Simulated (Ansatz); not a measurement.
CuO:

```
Cu O
1.0
     2.87950    0.00000    0.00000
     0.03907    2.87928    0.00000
     0.01750    0.01724    5.17634
Cu O
2 2
Direct
  0.00000 0.50000 0.00000
  0.50000 0.00000 0.50000
  0.99842 0.00167 0.74989
  0.00158 0.99833 0.25011
```

The cell comes from a database or a generator and needn't be the stable form of this composition.

Program: Ansatz 0.2.0. Alike in all runs: level PBE; no spin polarisation; cell as given; k mesh 9 × 9 × 5; smearing fermi-dirac 0.05 eV. Hardware: 2 threads of Arm Neoverse V2 (shared host).

Order these runs on this cell by their wall time, lowest first.
A. task single point; potentials or basis Ansatz PAW; cutoff (eV) 500
B. task band structure; potentials or basis JTH PAW; cutoff (eV) 1380; points for each segment of the path 14
C. task density of states; potentials or basis Ansatz PAW; cutoff (eV) 420

A (6.2 s), C (15 s), B (40 s).

Caveats: the run has no spin polarisation, though such a crystal can be magnetic; semilocal functionals often make such compounds metallic where correlation or magnetic order opens a gap, which also shifts bond lengths.
